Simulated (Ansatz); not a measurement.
# Sc in Ansatz: convergence with xc grid

Input of the first run (xc grid 1); the others differ in this setting and in those tied to it:

The input input.yaml:

```yaml
crystal:
  lattice:
    - [3.2019616822, 0.0, 0.0]
    - [1.5021078373, 2.8441406042, 0.0]
    - [1.5489936237, 0.926446803, 2.6741812389]
  atoms:
    - { symbol: Sc, position: [0.0, 0.0, 0.0] }
kpoints:
  mp_grid: { grid: [10, 10, 10] }
scf:
  occupations: { method: fermi_dirac, width: 0.05 }
hamiltonian:
  xc: pbe
  pseudopotentials: { kind: all_electron, lapw: { basis_error: 0.001 } }
output:
  forces: true
  stress: true
  eigenvalues: true
basis:
  xc_grid: 1
```

Potentials or basis: all-electron LAPW, scalar-relativistic.

Command:

```console
$ ansatz run input.yaml --threads 1 --pin off --max-ram 3072MiB --backend cpu --events-out ev --progress --plain --runs-dir out
```

This isn't the form of Sc at room conditions, which is hcp.

Hardware: 1 thread of Intel(R) Xeon(R) Processor @ 2.50GHz (Skylake/Cascade Lake) (shared host).

```tsv
xc grid	energy less the tightest run, at zero smearing (meV/atom)	SCF cycles	CPU time (s)	peak memory (GiB)
1	0.00	6	27	0.45
2	0.00	6	34	0.45
3	0.00	6	45	0.45
4	0.00	6	27	0.45
```

Against the tightest run, the energy stays within 1 meV/atom from 1 on. The tightest run that finished is the yardstick and may itself not be fully converged.
